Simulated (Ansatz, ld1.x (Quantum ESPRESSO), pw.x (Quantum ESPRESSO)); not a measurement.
**pw.x on fcc In: one setting changed**

Potential: ultrasoft, ld1.x (Quantum ESPRESSO) 7.5, PBE; core [Kr] 4d10, reference 5s2 5p1; waves: 5s (bound): rcut 1.80, rcutus 2.40 bohr; 5s channel at 2.99 Ry: rcut 1.80, rcutus 2.40 bohr; 5p (bound): rcut 2.75, rcutus 3.35 bohr; 5p channel at 0.15 Ry: rcut 2.75, rcutus 3.35 bohr; 5d channel at 0.3 Ry: rcut 2.90, rcutus 3.10 bohr; 5d channel at 1.3 Ry: rcut 2.90, rcutus 3.10 bohr; local part: all-electron potential smoothed inside 2.90 bohr (lloc = -1); core correction: a·sin(br)/r model core inside 1.85 bohr; augmentation: PSQ, inside the norm-conserving radii.

The reference run (k-mesh 12³, cutoffs 40/320 Ry, Fermi–Dirac 0.01 Ry, mixing_beta 0.4, conv_thr 1e-9, no spin) gives -0.22 GPa at 27.754 Å³/atom, where all-electron LAPW gives -0.32 GPa. This run, with its own iteration cap, changes nspin = 2 with starting_magnetization to 0.2.

```
&control
  calculation='scf', prefix='x', pseudo_dir='./', outdir='./tmp', tstress=.true., disk_io='none'
/
&system
  ibrav=0, nat=1, ntyp=1, ecutwfc=40, ecutrho=320, nbnd=8,
  occupations='smearing', smearing='fd', degauss=0.01, nspin=2, starting_magnetization(1)=0.2
/
&electrons
  conv_thr=1e-09, mixing_beta=0.4, electron_maxstep=50
/
ATOMIC_SPECIES
In 1.0 In.UPF
CELL_PARAMETERS angstrom
  0.00000000 2.40306322 2.40306322
  2.40306322 0.00000000 2.40306322
  2.40306322 2.40306322 0.00000000
ATOMIC_POSITIONS crystal
In 0.0000 0.0000 0.0000
K_POINTS automatic
12 12 12 0 0 0
```

```bash
pw.x < In.scf.in > In.scf.out
```

Problem. How does the run end?

Solution. It converges in 8 iterations; the free energy moves by +0.0 meV/atom and the pressure by +0.00 GPa. The result is that of the reference run.

```
Message from routine setup:
     using ibrav=0 with symmetry is DISCOURAGED, use correct ibrav instead
     lattice parameter (alat)  =       6.4221  a.u.
     unit-cell volume          =     187.2933 (a.u.)^3
     number of electrons       =         3.00
     number of Kohn-Sham states=            8
     kinetic-energy cutoff     =      40.0000  Ry
     charge density cutoff     =     320.0000  Ry
     scf convergence threshold =      1.0E-09
     Exchange-correlation= PBE
     atomic species   magnetization
     number of k points=    72  Fermi-Dirac smearing, width (Ry)=  0.0100
     iteration #  1     ecut=    40.00 Ry     beta= 0.40
     total energy              =      -8.95253306 Ry
     estimated scf accuracy    <       0.00240932 Ry
     total magnetization       =     0.13 Bohr mag/cell
     absolute magnetization    =     0.13 Bohr mag/cell
     iteration #  2     ecut=    40.00 Ry     beta= 0.40
     total energy              =      -8.95421420 Ry
     estimated scf accuracy    <       0.00087115 Ry
     total magnetization       =     0.09 Bohr mag/cell
     absolute magnetization    =     0.09 Bohr mag/cell
     iteration #  3     ecut=    40.00 Ry     beta= 0.40
     total energy              =      -8.95467780 Ry
     estimated scf accuracy    <       0.00001173 Ry
     total magnetization       =     0.02 Bohr mag/cell
     absolute magnetization    =     0.02 Bohr mag/cell
     [... 2 iterations left out ...]
     iteration #  6     ecut=    40.00 Ry     beta= 0.40
     total energy              =      -8.95471623 Ry
     estimated scf accuracy    <          1.6E-09 Ry
     total magnetization       =     0.00 Bohr mag/cell
     absolute magnetization    =     0.00 Bohr mag/cell
     iteration #  7     ecut=    40.00 Ry     beta= 0.40
     total energy              =      -8.95471623 Ry
     estimated scf accuracy    <          1.0E-09 Ry
     total magnetization       =     0.00 Bohr mag/cell
     absolute magnetization    =     0.00 Bohr mag/cell
     iteration #  8     ecut=    40.00 Ry     beta= 0.40
     the Fermi energy is     4.3951 ev
!    total energy              =      -8.95471624 Ry
     estimated scf accuracy    <          4.1E-12 Ry
     smearing contrib. (-TS)   =      -0.00221825 Ry
     The total energy is F=E-TS. E is the sum of the following terms:
     one-electron contribution =       2.31733976 Ry
     hartree contribution      =       0.01809609 Ry
     xc contribution           =      -6.74459919 Ry
     ewald contribution        =      -4.54333464 Ry
     total magnetization       =    -0.00 Bohr mag/cell
     absolute magnetization    =     0.00 Bohr mag/cell
     convergence has been achieved in   8 iterations
          total   stress  (Ry/bohr**3)                   (kbar)     P=       -2.23
     Message from routine punch:
     Nothing written, as per user request (disk_io='none')
```

The run took about 13 s on one core of a shared host (Neoverse-V1, 32 threads, 247 GiB, load 24).
